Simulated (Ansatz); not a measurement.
Here is an Ansatz 0.2.0 calculation.

input.yaml

```yaml
crystal:
  lattice:
    - [0.0, 2.7218511865, 2.7218511865]
    - [2.7218511865, 0.0, 2.7218511865]
    - [2.7218511865, 2.7218511865, 0.0]
  atoms:
    - { symbol: Si, position: [0.5, 0.5, 0.5] }
    - { symbol: Si, position: [0.75, 0.75, 0.75] }
hamiltonian:
  xc: pbe
  pseudopotentials: { kind: paw }
kpoints:
  mp_grid: { grid: [8, 8, 8] }
scf:
  occupations: { method: fermi_dirac, width: 0.05 }
output:
  forces: true
  stress: true
  eigenvalues: true
  write_density: true
  write_potential: true
  elf: true
  volumetric_format: npy
relax:
  f_tol: 0.01
  max_steps: 40
```

Potentials or basis: Ansatz PAW.

Run with:

```sh
$ ansatz run input.yaml --threads 2 --pin off --max-ram 5632MiB --backend cpu --events-out ev --progress --plain --runs-dir out
```

Problem. Predict the band gap on the k mesh.

Solution. 0.63 eV, indirect (least direct gap 2.56 eV).

Final structure:
```
Si
1.0
     0.00000    2.72185    2.72185
     2.72185    0.00000    2.72185
     2.72185    2.72185    0.00000
Si
2
Direct
  0.50000 0.50000 0.50000
  0.75000 0.75000 0.75000
```

Caveat: the relaxation stopped at its first step, so nothing moved. A k mesh can miss the band edges.
